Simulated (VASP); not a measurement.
# WSe2 in VASP: notebook

Runs on WSe2. Level: PBE. Tasks: single point.

Everything below comes from runs of VASP 6.6.1. Logs are shortened: lines on timing, memory, paths and dates and some standing lists are left out, and cuts for length are marked.

## 1. Starting point

The cell holds a slab with vacuum, 3 atoms: a = 3.322 Å, b = 3.322 Å, c = 21.269 Å, α = 90.00°, β = 90.00°, γ = 120.00°.

## 2. Single point, PBE, spin-orbit coupling, no magnetisation

Input file INCAR:

```
  PREC = Accurate
  ENCUT = 520
  EDIFF = 1E-7
  ISMEAR = 0
  SIGMA = 0.05
  LREAL = F
  LASPH = T
  NELM = 60
  ALGO = Fast
  ISIF = 2
  LWAVE = F
  LCHARG = F
  MAGMOM = 0 0 0 0 0 0 0 0 0
  LORBIT = 11
  LSORBIT = T
  GGA_COMPAT = F
  LMAXMIX = 4
  LDIPOL = T
  IDIPOL = 3
  DIPOL = 0.5 0.5 0.500
  GGA = PE
  LVHAR = T
  LVACPOTAV = T
```

Input file KPOINTS:

```
Automatic mesh
0
Gamma
  12 12 1
```

Input file POSCAR:

```
WSe2                                    
1.0
    3.3222546888      0.0000000002     -0.0000000000
   -1.6611273393      2.8771569606      0.0000000000
   -0.0000000000      0.0000000000     21.2687574383
  W               Se            
     1     2
Direct
     0.6666666699999979    0.3333333300000021    0.5000080266473645
     0.3333333300000021    0.6666666699999979    0.5789981426509797
     0.3333333300000021    0.6666666699999979    0.4210178984016524
```

Potentials or basis: VASP PAW PBE potentials, release 64 (W_sv, Se).

Command:

```bash
> cat potpaw_PBE.64/W_sv/POTCAR potpaw_PBE.64/Se/POTCAR > POTCAR
> mpirun -np 1 vasp_ncl > vasp.out
```

OUTCAR:

```text
PREC = Accurate
   ENCUT = 520
   EDIFF = 1E-7
   ISMEAR = 0
   LREAL = F
   LASPH = T
   NELM = 60
   ISIF = 2
   LORBIT = 11
   LSORBIT = T
   GGA = PE

 ion  position               nearest neighbor table
   1  0.667  0.333  0.500-   2 2.55   2 2.55   2 2.55   3 2.55   3 2.55   3 2.55
   2  0.333  0.667  0.579-   1 2.55   1 2.55   1 2.55
   3  0.333  0.667  0.421-   1 2.55   1 2.55   1 2.55

  LATTYP: Found a hexagonal cell.
 ALAT       =     3.3222546888
 C/A-ratio  =     6.4019045590

  Lattice vectors:

 A1 = (   3.3222546888,   0.0000000002,   0.0000000000)
 A2 = (  -1.6611273393,   2.8771569606,   0.0000000000)
 A3 = (   0.0000000000,   0.0000000000,  21.2687574383)

Analysis of symmetry for initial positions (statically):
=====================================================================
 Subroutine PRICEL returns:
 Original cell was already a primitive cell.

 Routine SETGRP: Setting up the symmetry group for a
 hexagonal supercell.

 Subroutine GETGRP returns: Found 12 space group operations
 (whereof  6 operations were pure point group operations)
 out of a pool of 24 trial point group operations.

The static configuration has the point symmetry C_3v.
 The point group associated with its full space group is D_3h.

Analysis of symmetry for dynamics (positions and initial velocities):
=====================================================================
 Subroutine PRICEL returns:
 Original cell was already a primitive cell.

 Routine SETGRP: Setting up the symmetry group for a
 hexagonal supercell.

 Subroutine GETGRP returns: Found 12 space group operations
 (whereof  6 operations were pure point group operations)
 out of a pool of 24 trial point group operations.

The dynamic configuration has the point symmetry C_3v.
 The point group associated with its full space group is D_3h.

Analysis of structural, dynamic, and magnetic symmetry:
=====================================================================
 Subroutine PRICEL returns:
 Original cell was already a primitive cell.

 Routine SETGRP: Setting up the symmetry group for a
 hexagonal supercell.

 Subroutine GETGRP returns: Found 12 space group operations
 (whereof  6 operations were pure point group operations)
 out of a pool of 24 trial point group operations.

The overall configuration has the point symmetry C_3v.
 The point group associated with its full space group is D_3h.

 Subroutine INISYM returns: Found 12 space group operations
 (whereof  6 operations are pure point group operations),
 and found     1 'primitive' translations

----------------------------------------------------------------------------------------

                                     Primitive cell

  volume of cell :     203.3006

  direct lattice vectors                    reciprocal lattice vectors
     3.322254689  0.000000000  0.000000000     0.301000403  0.173782663  0.000000000
    -1.661127339  2.877156961  0.000000000    -0.000000000  0.347565327  0.000000000
     0.000000000  0.000000000 21.268757438     0.000000000  0.000000000  0.047017321

  length of vectors
     3.322254689  3.322254688 21.268757438     0.347565327  0.347565327  0.047017321

  position of ions in fractional coordinates (direct lattice)
     0.666666670  0.333333330  0.500008027
     0.333333330  0.666666670  0.578998143
     0.333333330  0.666666670  0.421017898

  ion indices of the primitive-cell ions
   primitive index   ion index
                 1           1
                 2           2
                 3           3

----------------------------------------------------------------------------------------

 KPOINTS: Automatic mesh

[... 86 lines left out ...]
     AMIX     =   0.40;   BMIX     =  1.00
     AMIX_MAG =   1.60;   BMIX_MAG =  1.00
  volume/ion in A,a.u.               =      67.77       457.31
  Fermi-wavevector in a.u.,A,eV,Ry     =   0.824808  1.558662  9.256165  0.680309
  Thomas-Fermi vector in A             =   1.936558
   LORBIT       =     11    0 simple, 1 ext, 2 COOP (PROOUT), +10 PAW based schemes
   GGA     = PE    functional components
   LHFCALC =     F    Hartree Fock is set to
   AEXX    =    0.0000 exact exchange contribution
   IVDW    =     0    specifies the selected vdW correction
   LEPSILON=     F    determine dielectric tensor
   LRPA    =     F    only Hartree local field effects (RPA)
 RMM-DIIS sequential band-by-band and
 Gauss-broadening in eV      SIGMA  =   0.05
  energy-cutoff  :      520.00
  volume of cell :      203.30
 maximum number of plane-waves:     10992
 NGX is ok and might be reduce to    28
   NGX = 13   NGY = 13   NGZ = 79

 dipolmoment           0.000000      0.000000     -0.000000 electrons x Angstroem

 number of electron      25.9999998 magnetization      -0.0000000     -0.0000000     -0.0000000

 number of electron      25.9999998 magnetization       0.0000000      0.0000000      0.0000000

 number of electron      25.9999998 magnetization       0.0000000     -0.0000000      0.0000000

 dipolmoment           0.000000      0.000000      0.000002 electrons x Angstroem

 Free energy of the ion-electron system (eV)
  ---------------------------------------------------
  ext. energy  EPLUGINS =         0.00000000
  ---------------------------------------------------
  free energy    TOTEN  =       -22.44172556 eV

  energy without entropy =      -22.44172556  energy(sigma->0) =      -22.44172556

 E-fermi :  -1.2678     XC(G=0):  -3.7478

 val. band max:       -1.5451180433   @ k =   0.3333   0.3333   0.0000
 cond. band min:      -0.2976855763   @ k =   0.3333   0.3333   0.0000
 fundamental gap:      1.2474324670
 Fermi energy:        -1.2678249373

 k-point     1 :       0.0000    0.0000    0.0000
  band No.  band energies     occupation
      1     -75.8757      1.00000
      2     -75.8757      1.00000
      3     -45.9530      1.00000
      4     -45.9530      1.00000
      5     -37.2845      1.00000
      6     -37.2845      1.00000
[... 877 lines left out ...]
     33       2.5405      0.00000
     34       2.5728      0.00000

 [... further k-points ...]

------------------------ aborting loop because EDIFF is reached ----------------------------------------

  FORCE on cell =-STRESS in cart. coord.  units (eV):
  Direction    XX          YY          ZZ          XY          YZ          ZX
  --------------------------------------------------------------------------------------
  -------------------------------------------------------------------------------------
  Total        0.0942407      0.0942407      0.0957024      0.0000000      0.0000000      0.0000000
  in kB        0.7426949      0.7426949      0.7542146      0.0000000      0.0000000      0.0000000
  external PRESSURE =       0.7465348 kB  Pullay stress =       0.0000000 kB

 VOLUME and BASIS-vectors are now :
 -----------------------------------------------------------------------------
  energy-cutoff  :      520.00
  volume of cell :      203.30
      direct lattice vectors                 reciprocal lattice vectors
     3.322254689  0.000000000  0.000000000     0.301000403  0.173782663  0.000000000
    -1.661127339  2.877156961  0.000000000    -0.000000000  0.347565327  0.000000000
     0.000000000  0.000000000 21.268757438     0.000000000  0.000000000  0.047017321

 POSITION                                       TOTAL-FORCE (eV/Angst)
 -----------------------------------------------------------------------------------
      1.66113      0.95905     10.63455         0.000000      0.000000     -0.000000
     -0.00000      1.91810     12.31457        -0.000000      0.000000      0.032277
     -0.00000      1.91810      8.95453        -0.000000     -0.000000     -0.032277
 -----------------------------------------------------------------------------------
    total drift:                                0.000006     -0.000003      0.000207

  FREE ENERGIE OF THE ION-ELECTRON SYSTEM (eV)
  ---------------------------------------------------
  free  energy   TOTEN  =       -22.4417255576 eV

  energy  without entropy=      -22.4417255576  energy(sigma->0) =      -22.44172556

 vacuum level on the upper side and lower side of the slab         3.308         3.308

 Spin-Orbit-Coupling matrix elements

 Ion:    1  E_soc:     -1.5333675
 l=   1
     0.0000000    -0.2247489    -0.2253506
    -0.2247489     0.0000000    -0.2247489
    -0.2253506    -0.2247489     0.0000000
 l=   2
     0.0000000    -0.0057654     0.0000000    -0.0057654    -0.0266818
    -0.0057654     0.0000000    -0.0184951    -0.0051018    -0.0057654
     0.0000000    -0.0184951     0.0000000    -0.0184951     0.0000000
    -0.0057654    -0.0051018    -0.0184951     0.0000000    -0.0057654
    -0.0266818    -0.0057654     0.0000000    -0.0057654     0.0000000
 l=   3
     0.0000000     0.0000000     0.0000000     0.0000000     0.0000000     0.0000000     0.0000000
     0.0000000     0.0000000     0.0000000     0.0000000     0.0000000     0.0000000     0.0000000
     0.0000000     0.0000000     0.0000000     0.0000000     0.0000000     0.0000000     0.0000000
     0.0000000     0.0000000     0.0000000     0.0000000     0.0000000     0.0000000     0.0000000
[... 29 lines left out ...]
 l=   2
     0.0000000     0.0000060     0.0000000     0.0000060     0.0000033
     0.0000060     0.0000000     0.0000044     0.0000124     0.0000060
     0.0000000     0.0000044     0.0000000     0.0000044     0.0000000
     0.0000060     0.0000124     0.0000044     0.0000000     0.0000060
     0.0000033     0.0000060     0.0000000     0.0000060     0.0000000
 l=   3
     0.0000000     0.0000000     0.0000000     0.0000000     0.0000000     0.0000000     0.0000000
     0.0000000     0.0000000     0.0000000     0.0000000     0.0000000     0.0000000     0.0000000
     0.0000000     0.0000000     0.0000000     0.0000000     0.0000000     0.0000000     0.0000000
     0.0000000     0.0000000     0.0000000     0.0000000     0.0000000     0.0000000     0.0000000
     0.0000000     0.0000000     0.0000000     0.0000000     0.0000000     0.0000000     0.0000000
     0.0000000     0.0000000     0.0000000     0.0000000     0.0000000     0.0000000     0.0000000
     0.0000000     0.0000000     0.0000000     0.0000000     0.0000000     0.0000000     0.0000000

 total charge

# of ion       s       p       d       tot
------------------------------------------
    1        2.306   6.272   3.358  11.937
    2        1.474   2.344   0.065   3.884
    3        1.474   2.344   0.065   3.884
--------------------------------------------------
tot          5.254  10.961   3.489  19.704

 magnetization (x)

# of ion       s       p       d       tot
------------------------------------------
    1        0.000  -0.000   0.000  -0.000
    2       -0.000   0.000   0.000   0.000
    3        0.000   0.000   0.000   0.000
--------------------------------------------------
tot         -0.000   0.000   0.000   0.000

 magnetization (y)

# of ion       s       p       d       tot
------------------------------------------
    1       -0.000   0.000  -0.000  -0.000
    2        0.000  -0.000   0.000  -0.000
    3        0.000   0.000   0.000   0.000
--------------------------------------------------
tot         -0.000   0.000  -0.000  -0.000

 magnetization (z)

# of ion       s       p       d       tot
------------------------------------------
    1       -0.000  -0.000  -0.000  -0.000
    2        0.000   0.000   0.000   0.000
    3       -0.000   0.000   0.000   0.000
--------------------------------------------------
tot         -0.000   0.000  -0.000   0.000
```

Wall time 18 min (1 thread of Intel Xeon Platinum 8488C (Sapphire Rapids), shared host); peak memory 1.1 GiB.

What came out:

```yaml
Free_energy: -22.4417 eV
Largest_force: 0.032 eV/Å
Valence_electrons_inside_the_program's_atomic_spheres: W 11.94; Se 3.88
Work_function_of_the_upper_face: 4.58 eV
Work_function_of_the_lower_face: 4.58 eV
```

Forces in eV/Å, atoms in the order of the input:
```
W    0.000  0.000  0.000
Se   0.000  0.000  0.032
Se   0.000  0.000 -0.032
```

(Part 1 of 2 ends here.)
